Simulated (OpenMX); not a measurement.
**Al in OpenMX: convergence with VNA**

Input of the first run (VNA 1 3); the others differ in this setting and in those tied to it:

Contents of Al.dat:

```
System.CurrrentDirectory             ./
System.Name                          Al
DATA.PATH                            ./DFT_DATA13
level.of.stdout                      1
level.of.fileout                     0
Species.Number                       1
<Definition.of.Atomic.Species
  Al  Al7.0-s2p1d1           Al_PBE13
Definition.of.Atomic.Species>

Atoms.Number                         2
Atoms.SpeciesAndCoordinates.Unit     AU
<Atoms.SpeciesAndCoordinates
    1  Al    0.0660227348    3.4603433204    2.4911766770   1.500  1.500
    2  Al    2.6990396887    1.4246956303    6.8605674693   1.500  1.500
Atoms.SpeciesAndCoordinates>

Atoms.UnitVectors.Unit               AU
<Atoms.UnitVectors
     5.3147703521    0.0000000000    0.0000000000
    -2.6573851759    4.6027261402    0.0000000000
     0.0000000000    0.0000000000    9.1970135896
Atoms.UnitVectors>

scf.XcType                           GGA-PBE
scf.SpinPolarization                 off
scf.ElectronicTemperature            580.226
scf.energycutoff                     300.0
scf.maxIter                          100
scf.EigenvalueSolver                 band
scf.Kgrid                            9 9 5
scf.Mixing.Type                      rmm-diisk
scf.Init.Mixing.Weight               0.05
scf.Min.Mixing.Weight                0.001
scf.Max.Mixing.Weight                0.3
scf.Mixing.History                   25
scf.Mixing.StartPulay                8
scf.criterion                        1.0e-8
scf.stress.tensor                    on
MD.Type                              nomd
scf.BufferL.VNA                      1
scf.RadialF.VNA                      3
```

Potentials or basis: OpenMX 2013 PBE set, Al7.0-s2p1d1, grid cutoff 300 Ry.

Launch:

```console
$ openmx Al.dat -nt 1 > Al.std
```

The cell isn't the ideal one: atoms moved at random, drawn with an rms of 0.15 Å.

This isn't the form of Al at room conditions, which is fcc.

Hardware: 1 thread of Arm Neoverse V2, with other jobs on the host.

Question: The values tried are 1 3, 2 4, 3 6, 4 8, 5 10, 6 12, 6 16, loosest first. From which on does the energy stay within 1 meV/atom of the tightest run that finished?

Answer: From 5 10 on.

```csv
VNA,"energy less the tightest run, at zero smearing (meV/atom)",pressure (GPa),largest force (eV/Å),SCF cycles,CPU time (s),peak memory (GiB)
1 3,39.97,3.67,0.727,13,18,0.25
2 4,13.52,1.99,0.691,13,19,0.25
3 6,-2.23,0.98,0.667,13,19,0.26
4 8,-1.70,0.90,0.663,13,20,0.28
5 10,-0.33,0.94,0.663,13,21,0.31
6 12,0.34,0.97,0.662,13,22,0.31
6 16,0.00,0.96,0.662,13,24,0.36
```

Against the tightest run, the pressure stays within 0.1 GPa from 3 6 on; the largest force stays within 0.005 eV/Å from 3 6 on. The tightest run that finished is the yardstick and may itself not be fully converged.

Caveat, for the tightest run too: the basis of atomic orbitals isn't converged, which shifts pressures, moduli and gaps.
